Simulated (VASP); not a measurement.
Crystal: Te.

```xyz
3
Lattice="4.4540 0.0000 0.0000 -2.2270 3.8573 0.0000 0.0000 0.0000 5.9240" Properties=species:S:1:pos:R:3 pbc="T T T"
Te    1.1981    0.0000    1.9747
Te   -0.5991    1.0376    3.9493
Te    1.6279    2.8197    0.0000
```

```yaml
Program: VASP 6.6.1
Task: relaxation of cell and atoms
Functional: PBE
Potentials_or_basis: VASP PAW PBE potentials, release 64 (Te)
Cutoff: 520 eV
k_mesh: 9 × 9 × 6
Occupations: gaussian, width 0.1 eV
Spin: no spin polarisation
```

At the start: pressure 1.5 GPa; volume 33.93 Å³/atom.

How do energy, volume and symmetry change on relaxing?

Over 13 steps the energy falls by 4.6 meV/atom and the volume is 35.03 Å³/atom (+3.3 %); space group P3_121 (No. 152, to 0.05 Å).

Step by step:
```tsv
step	energy change (eV)	largest force (eV/Å)	pressure (GPa)	volume (Å³)
1	0.0000	0.1620	1.45	101.78
2	-0.0076	0.1038	-0.84	106.37
3	-0.0133	0.0038	0.02	104.50
4	-0.0133	0.0070	0.00	104.56
5	-0.0135	0.0085	-0.01	104.63
6	-0.0138	0.0133	-0.01	104.86
7	-0.0138	0.0147	-0.02	104.93
8	-0.0138	0.0042	0.05	104.85
9	-0.0138	0.0063	0.05	104.86
10	-0.0138	0.0044	0.04	104.90
11	-0.0139	0.0010	0.04	105.00
12	-0.0139	0.0120	0.05	105.21
13	-0.0139	0.0056	0.03	105.09
```

Final structure:
```
CELL_PARAMETERS angstrom
4.51351 0.00000 0.00000
-2.25675 3.90881 0.00000
0.00000 0.00000 5.95642
ATOMIC_POSITIONS crystal
Te 0.26878 0.00000 0.33333
Te 0.00000 0.26878 0.66667
Te 0.73122 0.73122 0.00000
```
